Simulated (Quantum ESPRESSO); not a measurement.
# Cs: phonons at H under several settings

```
CELL_PARAMETERS angstrom
-3.12847 3.12847 3.12847
3.12847 -3.12847 3.12847
3.12847 3.12847 -3.12847
ATOMIC_POSITIONS crystal
Cs 0.00000 0.00000 0.00000
```

All runs used Quantum ESPRESSO 7.5; potentials GBRV 1.5 PBE; k mesh 5 × 5 × 5; no spin polarisation; cutoff 612 eV; occupations cold, width 0.2 eV.

```tsv
level	geometry	volume (Å³/atom)	pressure (GPa)	frequencies (cm⁻¹)
PBE	relaxed at 0 GPa	115.48	0.0	34 34 34
PBE	relaxed at 10 GPa	36.87	10.0	26i 26i 26i
PBE	relaxed at 25 GPa	26.60	25.0	82 82 82
PBE	relaxed at 50 GPa	?	50.0	?
PBE	relaxed at 80 GPa	19.67	80.0	196 196 196
```

Q: What stands in the row left open?

A: Volume 22.32 Å³/atom; frequencies 150 150 150 cm⁻¹.

Values marked i are imaginary: the cell is unstable against those modes at that level, or the meshes are too thin.

Caveats: the mesh is thin for the phonons of a metal; the q point doesn't lie on the k mesh, which can shift a metal's frequencies strongly unless the mesh is converged; the volume moved by over 15 % at a fixed basis, so the end points are rough (some runs); the cell is more than 3 GPa from zero pressure, which shifts response properties (some runs); some modes are imaginary (some runs).

For the row left open. Caveat: the mesh is thin for the phonons of a metal; the volume moved by over 15 % at a fixed basis, so the end points are rough; the cell is more than 3 GPa from zero pressure, which shifts response properties; the q point doesn't lie on the k mesh, which can shift a metal's frequencies strongly unless the mesh is converged.
